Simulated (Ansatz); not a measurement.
# HSE06 against PBE: Kohn-Sham gap in amorphous Si–O–Al cells

Calculated with Ansatz 0.2.0: Kohn-Sham DFT, HSE06, PAW (set soft_2), plane waves; cutoff 420 eV, Γ point, fermi-dirac smearing of 0.025 eV. Cell and atoms of each member were relaxed first with PBE on the 1×1×1 mesh. First member, as built: 84 atoms (28 Si, 56 O) placed at random at 2.2 g/cm³, melted at 5000 K for 10 ps at fixed volume with the Morse and Coulomb pair potential with partial charges (Pedone, Malavasi, Menziani, Cormack and Segre, J. Phys. Chem. B 110, 11780 (2006)). Quenched from 5000 K to 300 K at 50 K/ps and fixed volume, held 5 ps, then minimised at fixed cell. Last member, as built: 124 atoms (8 Si, 40 Al, 76 O) placed at random at 2.84 g/cm³, melted at 5000 K for 10 ps at fixed volume with the Morse and Coulomb pair potential with partial charges (Pedone, Malavasi, Menziani, Cormack and Segre, J. Phys. Chem. B 110, 11780 (2006)). Quenched from 5000 K to 300 K at 50 K/ps and fixed volume, held 5 ps, then minimised at fixed cell. Each member is solved with PBE and with HSE06 on the same k-mesh and geometry; rows are sorted by gap, not by place in the series. The gap is that between the highest filled and the lowest empty Kohn-Sham level on the run's k-points.

| gap with PBE (eV) | gap with HSE06 (eV) | mole fraction of Al2O3 | formula |
| --- | --- | --- | --- |
| 3.235 | 4.894 | 0.714 | Al40Si8O76 |
| 3.403 | 5.117 | 0.536 | Al30Si13O71 |
| 3.681 | 5.399 | 0.286 | Al16Si20O64 |
| 3.788 | 5.523 | 0.393 | Al22Si17O67 |
| 3.907 | 5.664 | 0.214 | Al12Si22O62 |
| 3.972 | ? | ? | ? |
| 4.631 | 6.421 | 0.071 | Al4Si26O58 |
| 5.226 | 7.066 | 0 | Si28O56 |

Task: Fit a straight line to the rows given and interpolate to the withheld row.

Worked fit:

Take u as the gap with PBE and v as that with HSE06.

```
u (eV)  v (eV)
3.2353  4.8936
3.4032  5.1165
3.6812  5.3993
3.7875  5.5233
3.9073  5.6644
4.6306  6.4207
5.2259  7.0661
```

With n = 7: mean u = 3.98157, mean v = 5.72627, Σ(u − ū)² = 2.9944, Σ(u − ū)(v − v̄) = 3.2342. Slope b = 3.2342 / 2.9944 = 1.0801; intercept a = v̄ − b ū = 1.4259.

At u = 3.972, v = a + b u.

Prediction at 3.972: 5.716 eV. The run gave 5.699 eV, so the fit is high by 0.016 eV (0.29 % of the value).

The slope is 1.08; over all rows the hybrid's shift lies between 1.66 and 1.84 eV. Among the rows given, the largest miss of the fit is at 3.235, by 0.027 eV (1.2 % of the range of the table).

Limits: One quenched sample a member. The mesh needn't hold the band edges. In these disordered cells defect or tail levels can set the gap, so it needn't be a band gap.

[Logs are printed without paths, hosts, clocks, repeated set-up lines and the standing remarks that a program may print on its own settings, such as how far it seeks lower states.]

[Hosts, paths, dates, database ids (printed as entryN), source tags and the programs' standing remarks are cut or masked in the printed files.]
